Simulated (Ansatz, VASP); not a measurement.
## Two plane-wave programs on NaI

File INCAR:

```
SYSTEM = NaI
PREC = Accurate
ENCUT = 520
EDIFF = 1E-6
ISMEAR = 0
SIGMA = 0.02
LREAL = .False.
LASPH = .True.
NELM = 60
ALGO = Normal
ISIF = 2
LWAVE = .False.
LCHARG = .True.
GGA = PE
LELF = .True.
LVHAR = .True.
NBANDS = 14
```

Contents of KPOINTS:

```
regular mesh
0
Gamma
  6 6 6
  0 0 0
```

Contents of POSCAR:

```
NaI
1.0
    0.0000000000      3.1630799472      3.1630799472
    3.1630799472      0.0000000000      3.1630799472
    3.1630799472      3.1630799472      0.0000000000
Na I
1 1
Direct
    0.0000000000      0.0000000000      0.0000000000
    0.5000000000      0.5000000000      0.5000000000
```

Input for Ansatz:

```yaml
crystal:
  lattice:
    - [0.0, 3.1630800189, 3.1630800189]
    - [3.1630800189, 0.0, 3.1630800189]
    - [3.1630800189, 3.1630800189, 0.0]
  atoms:
    - { symbol: Na, position: [0.0, 0.0, 0.0] }
    - { symbol: I, position: [0.5, 0.5, 0.5] }
basis:
  ecutwfc: 420
kpoints:
  mp_grid: { grid: [6, 6, 6] }
hamiltonian:
  xc: pbe
scf:
  occupations: { method: gaussian, width: 0.02 }
output:
  forces: true
  stress: true
  eigenvalues: true
  write_density: true
  write_potential: true
  elf: true
  volumetric_format: npy
```

Alike in both runs: task single point; functional PBE; k mesh 6 × 6 × 6; occupations gaussian, width 0.02 eV; no spin polarisation.

|  | VASP | Ansatz |
| --- | --- | --- |
| version | VASP 6.6.1 | Ansatz 0.2.0 |
| potentials or method | VASP PAW PBE potentials, release 64 (Na_pv, I) | scalar-relativistic, plane waves, PAW |
| plane-wave cutoff (eV) | 520 | 420 |
| valence electrons in the cell | 14 | 26 |

```csv
,VASP,Ansatz,Ansatz less VASP
gap on the k mesh at the Fermi level (eV),3.84,3.84,+0.004
least direct gap on the mesh (eV),3.84,3.84,+0.004
pressure (GPa),1.8,1.8,-0.03
```

With one functional, cell and mesh, what is left measures potentials, basis and numerics. The two sets of potentials don't hold the same shells in valence.

Caveats: spin-orbit coupling is left out, which moves the levels of the heavy elements. A hybrid or GW would open this gap; PBE tends to underestimate it.
